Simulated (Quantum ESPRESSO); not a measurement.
# Hf (Pm-3m) in Quantum ESPRESSO: settings compared, part 2 of 2

Quantum ESPRESSO 7.5. The steps go on from the part before.

### 3 Phonons, PBE

File pw.in:

```
&CONTROL
  calculation = 'scf'
  prefix = 'pwscf'
  outdir = './tmp'
  pseudo_dir = './pseudo'
  tprnfor = .true.
  tstress = .true.
  disk_io = 'low'
/
&SYSTEM
  ibrav = 0
  nat = 1
  ntyp = 1
  ecutwfc = 45
  ecutrho = 360
  nbnd = 12
  occupations = 'smearing'
  smearing = 'mv'
  degauss = 0.01469973
/
&ELECTRONS
  conv_thr = 2d-10
  electron_maxstep = 120
  mixing_beta = 0.5
/
ATOMIC_SPECIES
Hf   178.4900 hf_pbe_v1.uspp.F.UPF
CELL_PARAMETERS bohr
   5.5063028792    0.0000000000    0.0000000000
   0.0000000000    5.5063028792    0.0000000000
   0.0000000000    0.0000000000    5.5063028792
ATOMIC_POSITIONS bohr
Hf     2.7531514396    2.7531514396    2.7531514396
K_POINTS automatic
9 9 9 0 0 0
```

File relax.in:

```
&CONTROL
  calculation = 'vc-relax'
  prefix = 'pwscf'
  outdir = './tmp'
  pseudo_dir = './pseudo'
  tprnfor = .true.
  tstress = .true.
  disk_io = 'low'
  nstep = 40
  forc_conv_thr = 0.0001
  etot_conv_thr = 1d-06
/
&SYSTEM
  ibrav = 0
  nat = 1
  ntyp = 1
  ecutwfc = 45
  ecutrho = 360
  nbnd = 12
  occupations = 'smearing'
  smearing = 'mv'
  degauss = 0.01469973
/
&ELECTRONS
  conv_thr = 2d-10
  electron_maxstep = 120
  mixing_beta = 0.5
/
&IONS
  ion_dynamics = 'bfgs'
/
&CELL
  cell_dynamics = 'bfgs'
  press = 0
  press_conv_thr = 0.2
/
ATOMIC_SPECIES
Hf   178.4900 hf_pbe_v1.uspp.F.UPF
CELL_PARAMETERS bohr
   5.5063028792    0.0000000000    0.0000000000
   0.0000000000    5.5063028792    0.0000000000
   0.0000000000    0.0000000000    5.5063028792
ATOMIC_POSITIONS bohr
Hf     2.7531514396    2.7531514396    2.7531514396
K_POINTS automatic
9 9 9 0 0 0
```

File scf2.in:

```
&CONTROL
  calculation = 'scf'
  prefix = 'pwscf'
  outdir = './tmp'
  pseudo_dir = './pseudo'
  tprnfor = .true.
  tstress = .true.
  disk_io = 'low'
/
&SYSTEM
  ibrav = 0
  nat = 1
  ntyp = 1
  ecutwfc = 45
  ecutrho = 360
  nbnd = 12
  occupations = 'smearing'
  smearing = 'mv'
  degauss = 0.01469973
/
&ELECTRONS
  conv_thr = 1d-13
  electron_maxstep = 120
  mixing_beta = 0.5
  startingpot = 'file'
  startingwfc = 'file'
/
ATOMIC_SPECIES
Hf   178.4900 hf_pbe_v1.uspp.F.UPF
CELL_PARAMETERS bohr
   5.5078059743    0.0000000000    0.0000000000
   0.0000000000    5.5078059743    0.0000000000
   0.0000000000    0.0000000000    5.5078059743
ATOMIC_POSITIONS bohr
Hf     2.7539029872    2.7539029872    2.7539029872
K_POINTS automatic
9 9 9 0 0 0
```

File ph.in:

```
phonons of Hf
&INPUTPH
  prefix = 'pwscf'
  outdir = './tmp'
  tr2_ph = 1d-18
  fildyn = 'dyn'
  niter_ph = 90
  alpha_mix(1) = 0.4
/
0.5000000000 0.5000000000 0.0000000000
```

Potentials or basis: GBRV 1.5 PBE.

Started as:

```console
OMP_NUM_THREADS=1 pw.x -in pw.in > pw.out
OMP_NUM_THREADS=1 pw.x -in relax.in > relax.out
OMP_NUM_THREADS=1 pw.x -in scf2.in > scf2.out
OMP_NUM_THREADS=1 ph.x -in ph.in > ph.out
```

pw.out:

```text
This program is part of the open-source Quantum ESPRESSO suite
     for quantum simulation of materials; please cite
[... 9 lines left out ...]
     --------------------
     sticks:   dense  smooth     PW     G-vecs:    dense   smooth      PW
     Sum         869     437    137                19309     6859    1237

     Using Slab Decomposition

     bravais-lattice index     =            0
     lattice parameter (alat)  =       5.5063  a.u.
     unit-cell volume          =     166.9476 (a.u.)^3
     number of atoms/cell      =            1
     number of atomic types    =            1
     number of electrons       =        12.00
     number of Kohn-Sham states=           12
     kinetic-energy cutoff     =      45.0000  Ry
     charge density cutoff     =     360.0000  Ry
     scf convergence threshold =      2.0E-10
     mixing beta               =       0.5000
[... 180 lines left out ...]
     ethr =  1.63E-11,  avg # of iterations =  2.0

     negative rho (up, down):  1.118E-01 0.000E+00

     End of self-consistent calculation

          k = 0.0000 0.0000 0.0000 (   847 PWs)   bands (ev):

   -48.9398 -17.1931 -17.1931 -17.1931   6.2350  11.3251  11.3251  19.2258
    19.2258  19.2258  25.4837  25.4837
[... 168 lines left out ...]
   -48.7703 -17.8634 -17.8595 -17.8595  11.4020  11.6257  11.6257  20.0476
    20.1973  20.1973  21.4606  24.0726

     the Fermi energy is    12.6667 ev

!    total energy              =    -158.88526401 Ry
     estimated scf accuracy    <          6.5E-12 Ry
     smearing contrib. (-TS)   =       0.00011687 Ry
     internal energy E=F+TS    =    -158.88538088 Ry

     The total energy is F=E-TS. E is the sum of the following terms:
     one-electron contribution =     -25.02455952 Ry
     hartree contribution      =      16.04448545 Ry
     xc contribution           =     -75.70473231 Ry
     ewald contribution        =     -74.20057451 Ry

     convergence has been achieved in  10 iterations

     negative rho (up, down):  1.118E-01 0.000E+00

     Forces acting on atoms (cartesian axes, Ry/au):

     atom    1 type  1   force =     0.00000000    0.00000000    0.00000000

     Total force =     0.000000     Total SCF correction =     0.000000

     Computing stress (Cartesian axis) and pressure

     negative rho (up, down):  1.118E-01 0.000E+00
          total   stress  (Ry/bohr**3)                   (kbar)     P=        0.76
   0.00000520   0.00000000   0.00000000            0.76        0.00        0.00
   0.00000000   0.00000520   0.00000000            0.00        0.76        0.00
   0.00000000   0.00000000   0.00000520            0.00        0.00        0.76

=------------------------------------------------------------------------------=
   JOB DONE.
=------------------------------------------------------------------------------=
```

relax.out:

```text
This program is part of the open-source Quantum ESPRESSO suite
     for quantum simulation of materials; please cite
[... 9 lines left out ...]
     --------------------
     sticks:   dense  smooth     PW     G-vecs:    dense   smooth      PW
     Sum         869     437    137                19309     6859    1237
[... 1416 lines left out ...]
   0.00000085   0.00000000   0.00000000            0.13        0.00        0.00
   0.00000000   0.00000085   0.00000000            0.00        0.13        0.00
   0.00000000   0.00000000   0.00000085            0.00        0.00        0.13

=------------------------------------------------------------------------------=
   JOB DONE.
=------------------------------------------------------------------------------=
```

Run time: 97 s. Hardware: 1 thread of Arm Neoverse V2, shared host; peak memory 0.17 GiB.

What came out:

| Quantity | Value |
| --- | --- |
| Free energy | -2161.7441 eV |
| Relaxed volume | 24.76 Å³/atom |
| Relaxed cell | a = 2.915 Å, b = 2.915 Å, c = 2.915 Å, α = 90.00°, β = 90.00°, γ = 90.00° |
| Space group after relaxing (to 0.05 Å) | Pm-3m (No. 221) |
| Pressure after relaxing | 0.0 GPa |
| Band gap on the k mesh | none (metal or under the smearing width) |
| Highest phonon frequency at the q point run | 97 cm⁻¹ |
| Most unstable mode | 109i cm⁻¹ |

Final structure:
```yaml
crystal:
  lattice:
    - [2.91461, 0.00000, 0.00000]
    - [0.00000, 2.91461, 0.00000]
    - [0.00000, 0.00000, 2.91461]
  atoms:
    - { symbol: Hf, position: [0.50000, 0.50000, 0.50000] }
```

Levels at points of the mesh, in eV from the Fermi level:
```csv
k point,band 3,band 4,band 5,band 6,band 7,band 8,band 9,band 10
"(0.00, 0.00, 0.00)",-29.86,-29.86,-6.43,-1.34,-1.34,6.55,6.55,6.55
```

Phonon frequencies in cm⁻¹ (negative: imaginary):
```
              q point  frequencies
(0.500, 0.500, 0.000)   -109 97 97
```

Phonon modes at q = (0.500, 0.500, 0.000) in reciprocal lattice units:
```csv
mode,symmetry,cm⁻¹
1,B_1u,-109
2,E_u,97
3,E_u,97
```

Caveat: the mesh is thin for the phonons of a metal; some modes are imaginary; the q point doesn't lie on the k mesh, which can shift a metal's frequencies strongly unless the mesh is converged.
